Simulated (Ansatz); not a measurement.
Relaxing selenium (omega (AlB2-type))

Computed with DFT, PBE, plane waves (420 eV) with PAW, scalar-relativistic in Ansatz.

k-point mesh 7×7×10, Fermi-Dirac smearing 0.1 eV, no spin polarisation. Cell and atoms relax.

Starting structure:

```yaml
crystal:
  lattice:
    - [4.9764452362, 0.0, 0.0]
    - [-2.4882226181, 4.3097279951, 0.0]
    - [0.0, 0.0, 3.0505609298]
  atoms:
    - { symbol: Se, position: [0.0, 0.0, 0.0] }
    - { symbol: Se, position: [0.3333333333, 0.6666666667, 0.5] }
    - { symbol: Se, position: [0.6666666667, 0.3333333333, 0.5] }
hamiltonian:
  xc: pbe
  pseudopotentials:
    kind: paw
    azcp:
      Se: "pseudopotentials/Se.paw.azcp"
basis:
  ecutwfc: 420
  fft_grid_basis: typed
kpoints:
  mp_grid: { grid: [7, 7, 10], shift: [0, 0, 0] }
magnetization:
  spin_polarized: false
scf:
  occupations: { method: fermi_dirac, width: 0.1 }
relax:
  max_steps: 60
  f_tol: 0.01
  cell: {}
```

Question: What cell does the relaxation end in?

Answer: P6/mmm with a = 4.699 Å, c = 3.334 Å (c/a = 0.709); 21.25 Å³ per atom against 21.81 at the start (-2.6 %).

Question: How much energy does the relaxation gain?

Answer: 27.2 meV per atom.
